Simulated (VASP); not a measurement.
# BeTe: optical spectrum of independent particles, by functional and spin-orbit coupling

BeTe, F-43m (no. 216), 2 atoms in the cell.

| Functional | Spin-orbit coupling | ε at zero frequency, electronic | Mean energy of the absorption, weighted by Im ε (eV) | Refractive index at 633 nm | Refractive index at 1064 nm | Direct gap on the mesh (eV) | Time (s) |
|---|---|---|---|---|---|---|---|
| PBE | no | 8.12 | 5.94 | 3.05 | 2.91 | 3.56 | 4.9 |
| LDA | no | 8.22 | 5.89 | 3.08 | 2.94 | 3.54 | 3.7 |
| PBEsol | no | 8.28 | 5.89 | 3.09 | 2.94 | 3.55 | 4.2 |
| r2SCAN | no | 7.22 | 6.43 | 2.84 | 2.74 | 3.96 | 20 |
| TB-mBJ | no | 6.88 | 6.49 | 2.76 | 2.67 | 4.13 | 15 |
| AM05 | no | 8.18 | 5.92 | 3.07 | 2.93 | 3.55 | 5.4 |
| PBE | yes | 8.17 | 5.92 | 3.07 | 2.92 | 3.24 | 15 |
| TB-mBJ | yes | 6.91 | 6.47 | 2.77 | 2.67 | 3.81 | 84 |

Limits: The 8×8×8 mesh is coarse for a spectrum: peaks stand apart that a denser mesh merges; rows 1, 2, 3, 4, 5, 6: spin-orbit coupling is left out, which can matter with atoms this heavy; the pull between electron and hole is left out; rows 1, 2, 3, 4, 6, 7: the onset follows the functional's gap, which semilocal functionals usually make too small.

## Input of the first row

INCAR:
```
ALGO = Normal
CSHIFT = 0.1
EDIFF = 1E-7
ENCUT = 290
GGA = PE
ISMEAR = 0
KPAR = 4
LASPH = T
LCHARG = F
LOPTICS = T
LWAVE = T
NBANDS = 20
NEDOS = 2000
PREC = Accurate
SIGMA = 0.02
```

KPOINTS:
```
k-points
0
Gamma
  8 8 8
```

POSCAR:
```
BeTe
1.0
    0.0000000000      2.7700000000      2.7700000000
    2.7700000000      0.0000000000      2.7700000000
    2.7700000000      2.7700000000      0.0000000000
Te Be
1 1
Direct
    0.7500000000      0.7500000000      0.7500000000
    0.0000000000      0.0000000000      0.0000000000
```

Commands:
```
cat potpaw_PBE.64/Te/POTCAR potpaw_PBE.64/Be/POTCAR > POTCAR
mpirun -np 4 vasp_std > vasp.out
```

Changes of row 7 against the first:
```
- NBANDS = 20
+ NBANDS = 40
+ LSORBIT = True
+ MAGMOM = 6*0
+ GGA_COMPAT = False
- vasp_std
+ vasp_ncl
```

VASP 6.6.1 took 4.9 s on 4 cores (AMD EPYC 9R45 (Zen 5)), a shared host.
